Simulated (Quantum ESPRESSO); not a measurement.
Crystal: TaN.

```xyz
2
Lattice="0.0000 2.2113 2.2113 2.2113 0.0000 2.2113 2.2113 2.2113 0.0000" Properties=species:S:1:pos:R:3 pbc="T T T"
Ta    2.2113    2.2113    2.2113
N     0.0000    0.0000    0.0000
```

The cell comes from a database or a generator and needn't be the stable form of this composition.

Base run:

* Program: Quantum ESPRESSO 7.5
* Functional: r2SCAN
* Potentials or basis: SG15 PBE 1.2
* Cutoff: 1197 eV
* Density cutoff: 4789 eV
* k mesh: 8 × 8 × 8
* Occupations: fermi-dirac, width 0.05 eV
* Spin: no spin polarisation

Its results: band gap on the k mesh none (metal or under the smearing width); pressure -15.9 GPa.

Task: After a change of settings the same cell gave: band gap on the k mesh none (metal or under the smearing width); pressure -17.5 GPa. Which change was it?
A. functional from r2SCAN to PW91; k mesh from 8 × 8 × 8 to 10 × 10 × 10
B. functional from r2SCAN to AM05; k mesh from 8 × 8 × 8 to 10 × 10 × 10
C. functional from r2SCAN to SCAN
D. functional from r2SCAN to RPBE; k mesh from 8 × 8 × 8 to 10 × 10 × 10

Result: C.

Caveats: the potentials were made for another functional, which shifts forces and pressure; spin-orbit coupling is left out, which moves the levels of the heavy elements.

Runs at the PBE level aren't shown here.
